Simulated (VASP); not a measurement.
Set up this calculation in VASP 6.6.1, as the native input.

* Task: band structure
* Functional: r2SCAN
* Potentials or basis: VASP PAW PBE potentials, release 64 (Ba_sv, Ti_sv, O)
* Cutoff: 520 eV
* k mesh: 8 × 8 × 8
* Occupations: gaussian, width 0.02 eV
* Spin: no spin polarisation
* Ladder: gaps
* Further INCAR settings: ALGO = Normal; EDIFF = 1e-06; NBANDS = 28

The structure of BaTiO3 lies in POSCAR:

```
BaTiO3
1.0
    4.0060000000      0.0000000000      0.0000000000
    0.0000000000      4.0060000000      0.0000000000
    0.0000000000      0.0000000000      4.0060000000
Ba Ti O
1 1 3
Direct
    0.5000000000      0.5000000000      0.5000000000
    0.0000000000      0.0000000000      0.0000000000
    0.0000000000      0.0000000000      0.5000000000
    0.0000000000      0.5000000000      0.0000000000
    0.5000000000      0.0000000000      0.0000000000
```

The input as run:

INCAR

```
ALGO = Normal ; EDIFF = 1E-6
ENCUT = 520 ; ISIF = 2
ISMEAR = 0 ; KPAR = 2
LASPH = True ; LCHARG = False
LMAXMIX = 4 ; LMIXTAU = True
LREAL = False ; LWAVE = False
METAGGA = R2SCAN ; NBANDS = 28
NELM = 80 ; PREC = Accurate
SIGMA = 0.02
```

KPOINTS

```
k-points
0
Gamma
  8 8 8
```

KPOINTS_OPT

```
path GXMGRX,MR
20
line-mode
reciprocal
 0.0000000000  0.0000000000  0.0000000000  G
 0.0000000000  0.5000000000  0.0000000000  X

 0.0000000000  0.5000000000  0.0000000000  X
 0.5000000000  0.5000000000  0.0000000000  M

 0.5000000000  0.5000000000  0.0000000000  M
 0.0000000000  0.0000000000  0.0000000000  G

 0.0000000000  0.0000000000  0.0000000000  G
 0.5000000000  0.5000000000  0.5000000000  R

 0.5000000000  0.5000000000  0.5000000000  R
 0.0000000000  0.5000000000  0.0000000000  X

 0.5000000000  0.5000000000  0.0000000000  M
 0.5000000000  0.5000000000  0.5000000000  R
```

Potentials or basis: VASP PAW PBE potentials, release 64 (Ba_sv, Ti_sv, O).

The run is started by

```console
$ cat potpaw_PBE.64/Ba_sv/POTCAR potpaw_PBE.64/Ti_sv/POTCAR potpaw_PBE.64/O/POTCAR > POTCAR
$ mpirun -np 2 vasp_std > vasp.out
```

Results of the run:

| Property | Result |
| --- | --- |
| Pressure | 0.3 GPa |
| Band gap on the k mesh | 2.13 eV, indirect (least direct gap 2.29 eV) |
| Band gap along the path | 2.13 eV, indirect (least direct gap 2.29 eV) |

Caveat: the PAW data sets were made with another functional, which shifts forces and pressure a little; spin-orbit coupling is left out, which moves the levels of the heavy elements.

Run time: 3.1 min on 2 MPI ranks on Intel(R) Xeon(R) Platinum 8559C (Emerald Rapids), on a shared host, peak memory 0.23 GiB a rank.
